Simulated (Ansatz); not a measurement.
# KI: core levels, part 2 of 2

Wanted: core-level energies of KI, as photoemission would probe them. The cell is a computed entry of the Materials Project. Planned: a single point, then the dielectric response, then core holes.

Ansatz 0.2.0; DFT, PBE, plane-wave PAW, default files, scalar-relativistic. The steps go on from the part before.

### 4 Core levels

The input, input.yaml:

```yaml
crystal:
  lattice:
    - [7.0848712314, 0.0, 0.0]
    - [0.0, 7.0848712314, 0.0]
    - [0.0, 0.0, 7.0848712314]
  atoms:
    - { symbol: K, position: [0.0, 0.0, 0.0] }
    - { symbol: K, position: [0.5, 0.5, 0.0] }
    - { symbol: K, position: [0.5, 0.0, 0.5] }
    - { symbol: K, position: [0.0, 0.5, 0.5] }
    - { symbol: I, position: [0.5, 0.5, 0.5] }
    - { symbol: I, position: [0.0, 0.0, 0.5] }
    - { symbol: I, position: [0.0, 0.5, 0.0] }
    - { symbol: I, position: [0.5, 0.0, 0.0] }
kpoints:
  mp_grid: { grid: [3, 3, 3] }
scf:
  occupations: { method: fixed }
hamiltonian:
  xc: pbe
  pseudopotentials: { kind: paw }
output:
  forces: true
  efg:
    quadrupole_moments_barn: { K: 0.0603, I: -0.68822 }
    contact_densities: true
  core_levels:
    shells: { K: "2p", I: "3d" }
    counted_from: valence_top
    eps_inf: [2.861, 2.861, 2.861]
    add_spin: false
```

Started as:

```sh
> ansatz run input.yaml --threads 1 --pin off --max-ram 2560MiB --backend cpu --events-out ev --progress --plain --runs-dir out
```

Output:

```text
Warning: RAYON_NUM_THREADS=1 ignored (pool sized by the plan → 1); use --threads N
I: output.efg is read without spin–orbit coupling, which moves field gradients at and beside such atoms by some per cent and up to a factor of two; PAW files take it under magnetization.noncollinear and magnetization.spin_orbit
Engine: ansatz 0.2.0, aarch64-unknown-linux-gnu
Pseudopotentials: kind: paw
Pseudopotential: K, paw, valence charge 9, recommended cutoff 420 eV (normal), K.paw.azcp
Pseudopotential: I, paw, valence charge 17, recommended cutoff 420 eV (normal), I.paw.azcp
Functional definition: PBE
  parameter kappa = 0.804
  parameter beta = 0.06672455060314922
  exchange = pbe_x(kappa = kappa, mu = beta*pi^2/3)
  correlation = pbe_c(beta = beta)
Crystal: 8 atoms, lattice volume = 355.628 Å³
Basis set: ecut = 420 eV, 6979 PW (Γ), exchange–correlation on 96×96×96 points (8 copies of the dense FFT grid, shifted against one another)
Bands: 63, of which v1, the nominal top of the filled ones, is band 52 counted from 1 (51 counted from 0)
Symmetry: 192 space group operations
Space group: Fm-3m (ITA 225), of the structure as read, at distance tolerance 7.1e-5 Å
k-points: 4 of 27
Non-local potential: K, projectors of the file, l = 0: 3, l = 1: 2, l = 2: 2
Non-local potential: I, projectors of the file, l = 0: 2, l = 1: 2, l = 2: 2, l = 3: 2
PAW form: soft (Blöchl's): semilocal exchange-correlation on the pseudo side does not see the compensation charge
PAW one-centre angular grid: K, 110 points (default); XC on 64 Gauss nodes
PAW one-centre angular grid: I, 590 points (default); XC on 64 Gauss nodes
Initial density: superposition of atomic densities (neutral atoms: chi_scale 0, normalization atom), corrected by the library's trained network
Initial wavefunctions: pseudopotential atomic-orbital guess
Functional: x = pbe(κ = 0.804, μ = 0.2195149727645171), c = pbe(β = 0.06672455060314922)
SCF iter   1: F=—  HF=-36214.770529 eV  |F-HF|=—  |Δ(HF+E_count)|=         —  Δρ=3.00e-4  dr2=1.74e-4  ethr=1.77e-3  ⟨swp⟩=5.8  Hψ=884  notcnv=0  defer=28
preconditioner: auto → Resta (q_TF=auto, 2.223 Å⁻¹)  ε∞=2.2  [insulator: Δε(μ)=3.941 eV  Ē_g=13.307 eV  n_scr=80 (ndim 8)  ℏωp=14.7 eV  f_vac=0.139  ε∞_Penn≈2.2]
SCF iter   2: F=—  HF=-36214.768843 eV  |F-HF|=—  |Δ(HF+E_count)|=   1.69e-3  Δρ=2.05e-4  dr2=1.73e-4  ethr=1.67e-7  ⟨swp⟩=3.0  Hψ=618  notcnv=0  defer=32
SCF iter   3: F=—  HF=-36214.768835 eV  |F-HF|=—  |Δ(HF+E_count)|=   7.67e-6  Δρ=1.15e-4  dr2=4.89e-5  ethr=1.67e-7  ⟨swp⟩=2.8  Hψ=467  notcnv=0  defer=31
SCF iter   4: F=—  HF=-36214.768642 eV  |F-HF|=—  |Δ(HF+E_count)|=   1.93e-4  Δρ=2.12e-5  dr2=1.45e-6  ethr=4.70e-8  ⟨swp⟩=2.0  Hψ=457  notcnv=0  defer=32
SCF iter   5: F=—  HF=-36214.768648 eV  |F-HF|=—  |Δ(HF+E_count)|=   6.14e-6  Δρ=6.87e-6  dr2=1.53e-7  ethr=1.39e-9  ⟨swp⟩=2.0  Hψ=444  notcnv=0  defer=32
SCF iter   6: F=-36214.768648 eV  HF=-36214.768648 eV  |F-HF|=2.82e-9  |Δ(HF+E_count)|=   1.13e-7  Δρ=1.66e-6  dr2=6.86e-9  ethr=9.62e-11  ⟨swp⟩=24.0  Hψ=1641  notcnv=0
SCF 1 converged in 6 iterations: F = -36214.768648 eV  dr2 = 6.86e-9
── core hole 1/2: 2p of K 0 ──
── 2p of K 0: 288.705 eV over the cell without the hole, in 9 iterations ──
── core hole 2/2: 3d of I 4 ──
── 3d of I 4: 614.743 eV over the cell without the hole, in 9 iterations ──
SCF converged after 6 iterations
Free energy (F): -36214.768648 eV
Harris-Foulkes:  -36214.768648 eV  (|F-HF|=2.82e-9)
Internal energy: -36214.768648 eV  (E = F + TS)
E sigma→0 (E₀):  -36214.768648 eV
Fermi energy:    2.202792 eV
--- Per-component energies (eV) ---
  E_band       = -2092.771005
  E_kinetic    = 1772.036211
  E_local      = -11360.397465  (includes V_loc(G=0)·N_el)
  E_nonlocal   = -309.613280
  E_hartree    = 5384.303096
  E_xc         = -1053.758641
  E_vxc        = -1174.960933  (∫ρ·V_xc dr)
  E_paw        = -22396.172531  (= ΣΔE_a)
  E_vpaw       = -1788.434825  (= ΣTr[D̂ρ^β])
  E_aug_tail   = 0.000012  (compensation charges beyond the density's cutoff)
  E_ewald      = -8251.166050
  E_smearing   = -0.000000  (= −TS)
  E_closure    = 0.000000  (closes the sum)
  Σ components = -36214.768648   (vs F -36214.768648, Δ=0.00e0)
--- Forces (eV/Å), atoms counted from 1 ---
  atom   1  K      0.00000000    -0.00000000     0.00000000
  atom   2  K      0.00000000    -0.00000000    -0.00000000
  atom   3  K      0.00000000    -0.00000000    -0.00000000
  atom   4  K      0.00000000    -0.00000000     0.00000000
  atom   5  I      0.00000000    -0.00000000     0.00000000
  atom   6  I      0.00000000    -0.00000000     0.00000000
  atom   7  I      0.00000000    -0.00000000     0.00000000
  atom   8  I      0.00000000     0.00000000     0.00000000
  max |Σ_I F_I| component: 1.26e-28 eV/Å
--- PAW observables at the nuclei: V_zz in 10²¹ V/m², potentials from the cell's mean, atoms counted from 1 ---
  atom   1  K  V_zz =    -0.000000   η = 0.0000   by run symmetry: forbidden   C_q = -0.0000 MHz
            electrostatic potential = -2062.893709 V   contact ρ = 34767.155460 e/Å³
  atom   2  K  V_zz =    -0.000000   η = 0.0000   by run symmetry: forbidden   C_q = -0.0000 MHz
            electrostatic potential = -2062.893709 V   contact ρ = 34767.155460 e/Å³
  atom   3  K  V_zz =    -0.000000   η = 0.0000   by run symmetry: forbidden   C_q = -0.0000 MHz
            electrostatic potential = -2062.893709 V   contact ρ = 34767.155460 e/Å³
  atom   4  K  V_zz =    -0.000000   η = 0.0000   by run symmetry: forbidden   C_q = -0.0000 MHz
            electrostatic potential = -2062.893709 V   contact ρ = 34767.155460 e/Å³
  atom   5  I  V_zz =    -0.000000   η = 0.0000   by run symmetry: forbidden   C_q = +0.0000 MHz
            electrostatic potential = -8884.585973 V   contact ρ = 1603912.456751 e/Å³
  atom   6  I  V_zz =    -0.000000   η = 0.0000   by run symmetry: forbidden   C_q = +0.0000 MHz
            electrostatic potential = -8884.585973 V   contact ρ = 1603912.456751 e/Å³
  atom   7  I  V_zz =    -0.000000   η = 0.0000   by run symmetry: forbidden   C_q = +0.0000 MHz
            electrostatic potential = -8884.585973 V   contact ρ = 1603912.456751 e/Å³
  atom   8  I  V_zz =    -0.000000   η = 0.0000   by run symmetry: forbidden   C_q = +0.0000 MHz
            electrostatic potential = -8884.585973 V   contact ρ = 1603912.456751 e/Å³
--- Band table (eV) ---
  k-point 0: bands = ["-40.5270", "-40.5270", "-40.5270", "-40.5270", "-40.5270", "-40.5269", "-40.5269", "-40.5269", "-40.5242", "-40.5242", "-40.5242", "-40.5242", "-40.5242", "-40.5242", "-40.5241", "-40.5241", "-40.5241", "-40.5241", "-40.5241", "-40.5241", "-26.3064", "-26.3038", "-26.3038", "-26.3038", "-9.8371", "-9.8371", "-9.8371", "-9.8112", "-9.8112", "-9.8112", "-9.8112", "-9.8112", "-9.8112", "-9.7935", "-9.7935", "-9.7935", "-8.2868", "-8.1474", "-8.1474", "-8.1474", "1.2200", "1.2200", "1.2200", "1.8416", "1.8416", "1.8416", "1.8416", "1.8416", "1.8416", "2.2028", "2.2028", "2.2028", "6.1505", "7.1576", "7.1576", "7.1576", "7.9579", "7.9579", "7.9579", "8.7126", "8.7126", "8.7126", "9.4261"]
  k-point 1: bands = ["-40.5270", "-40.5270", "-40.5270", "-40.5270", "-40.5269", "-40.5269", "-40.5269", "-40.5269", "-40.5242", "-40.5242", "-40.5242", "-40.5242", "-40.5242", "-40.5242", "-40.5241", "-40.5241", "-40.5241", "-40.5241", "-40.5241", "-40.5241", "-26.3057", "-26.3044", "-26.3038", "-26.3038", "-9.8503", "-9.8340", "-9.8340", "-9.8306", "-9.8306", "-9.8297", "-9.8176", "-9.8176", "-9.8067", "-9.8067", "-9.7978", "-9.7978", "-8.2083", "-8.1393", "-8.1055", "-8.1055", "1.2740", "1.3451", "1.3451", "1.6495", "1.6495", "1.6684", "1.6684", "1.7197", "1.9167", "1.9167", "2.0954", "2.0954", "6.9091", "7.4258", "7.8808", "7.8808", "7.8840", "8.1436", "8.5804", "8.5804", "9.3568", "9.3568", "9.6004"]
  k-point 2: bands = ["-40.5270", "-40.5270", "-40.5270", "-40.5270", "-40.5269", "-40.5269", "-40.5269", "-40.5269", "-40.5242", "-40.5242", "-40.5242", "-40.5242", "-40.5242", "-40.5241", "-40.5241", "-40.5241", "-40.5241", "-40.5241", "-40.5241", "-40.5241", "-26.3052", "-26.3043", "-26.3043", "-26.3039", "-9.8749", "-9.8749", "-9.8724", "-9.8665", "-9.8245", "-9.8126", "-9.8126", "-9.8027", "-9.8023", "-9.8023", "-9.8019", "-9.7930", "-8.1411", "-8.0900", "-8.0900", "-8.0732", "1.2275", "1.2275", "1.3029", "1.4372", "1.4613", "1.7420", "1.7420", "1.8311", "1.8330", "1.8330", "1.9621", "2.0024", "7.4887", "8.0965", "8.0965", "8.1905", "8.4523", "8.4523", "8.4667", "9.1843", "9.2646", "9.3749", "9.4498"]
  k-point 3: bands = ["-40.5270", "-40.5270", "-40.5270", "-40.5270", "-40.5270", "-40.5269", "-40.5269", "-40.5269", "-40.5242", "-40.5242", "-40.5242", "-40.5242", "-40.5242", "-40.5242", "-40.5241", "-40.5241", "-40.5241", "-40.5241", "-40.5241", "-40.5241", "-26.3049", "-26.3043", "-26.3043", "-26.3043", "-9.9064", "-9.9064", "-9.9064", "-9.9016", "-9.8039", "-9.8039", "-9.8039", "-9.7996", "-9.7996", "-9.7996", "-9.7952", "-9.7952", "-8.0842", "-8.0504", "-8.0504", "-8.0504", "1.0546", "1.0546", "1.0546", "1.1640", "1.7484", "1.7484", "1.7484", "1.8650", "1.8650", "1.8650", "1.9501", "1.9501", "7.5428", "7.9666", "7.9666", "7.9666", "9.2067", "9.2295", "9.2295", "9.2295", "9.6992", "9.6992", "9.7655"]
--- Core levels from the valence top (as output.core_levels.counted_from types it; a hole's nearest image at 7.1 Å) ---
  the holes have no spin, as output.core_levels.add_spin types it
  atom         alike  shell      binding/eV   shift/eV difference/eV images/eV   SCF
  K 0              4     2p         291.924     +0.000       288.705    +1.008     9
  I 4              4     3d         618.017     +0.000       614.743    +1.008     9
  the dataset of K with a 2p hole: scattering error 0.002 eV (0.006 eV in the local channel); free atom: scalar-relativistic, large and small components
  the two lines of K's 2p: 2p1/2 +1.862 eV and 2p3/2 -0.931 eV off its levels, 1 : 2 in strength
  the dataset of I with a 3d hole: scattering error 0.001 eV; free atom: scalar-relativistic, large and small components
  the two lines of I's 3d: 3d3/2 +6.869 eV and 3d5/2 -4.580 eV off its levels, 2 : 3 in strength
  K 0 2p: small_cell
  I 4 3d: small_cell
  the highest filled level without a hole stands at 2.2028 eV, at the point (0.0000, 0.0000, 0.0000)
  K 0 2p: the alignment adds +0.0086 eV (standard deviation 0.2876 over 7 far atoms)
  I 4 3d: the alignment adds +0.0629 eV (standard deviation 0.1762 over 7 far atoms)
  a level is its difference with the images' term at an eps_inf of 2.861, the alignment and the highest filled level
```

Run time: 26 s. Hardware: 1 thread of Arm Neoverse V1, shared host; peak memory 0.57 GiB.

Binding energies from the valence-band top:

```csv
atom,shell,alike,"binding, weighted centre (eV)",shift (eV),image term (eV),lines (eV)
K 1,2p,4,291.92,+0.00,1.01,"2p1/2 293.79, 2p3/2 290.99"
I 5,3d,4,618.02,+0.00,1.01,"3d3/2 624.89, 3d5/2 613.44"
```

Atoms are counted from 1 here and from 0 in the log's table.

Simulated K 2p line (Gaussians 0.5 eV wide):

binding energy (eV), intensity and a bar:
```
   288.49          0 
   288.91          0 
   289.30          0 
   289.72          0 
   290.13          0 
   290.55         12 ####
   290.94         97 ##############################
   291.36         22 #######
   291.78          0 
   292.19          0 
   292.58          0 
   293.00          0 
   293.42         11 ###
   293.84         49 ###############
   294.23          6 ##
   294.64          0 
   295.06          0 
   295.48          0 
   295.87          0 
   296.29          0
```

### 5 What came out

What follows sums up all 2 parts.

```
                                              quantity                                                                value
                                  ε∞, principal values                                                     2.86, 2.86, 2.86
K 2p binding energy (weighted centre of the two lines)                    291.92 eV; offsets 2p1/2 +1.86 eV, 2p3/2 -0.93 eV
I 3d binding energy (weighted centre of the two lines)                    618.02 eV; offsets 3d3/2 +6.87 eV, 3d5/2 -4.58 eV
                                        state (step 2)  gap on the mesh 3.95 eV, largest force 0.000 eV/Å, pressure 0.5 GPa
                      V_zz by site, step 2 (10²¹ V/m²)                                                 all zero by symmetry
                        contact density, step 2 (a₀⁻³)                                                 K 5152.0, I 237675.3
```

What this shows: The electronic dielectric constant averages 2.9. The levels are counted from the valence top. Absolute values at this level can be off by an eV or more, and the 3d and 4f lines of heavy atoms by several eV. Multiplets and satellites aren't calculated. A hole's nearest image is 7.1 Å away in this 8-atom cell. The program doubts some values: the cell is too small to check the potential alignment (K, I). All gradients vanish by symmetry in step 2. Measured gap of KI: 6.32 eV (a printed reference work, monograph). This calculation gives 3.95 eV (-37.5 %). The value is read on the mesh alone, without spin–orbit coupling. It is a Kohn-Sham gap, which semilocal functionals mostly give too small. Measured ε∞ of KI: 2.65 (a printed reference work, monograph). This calculation gives 2.86 (+8.0 %).
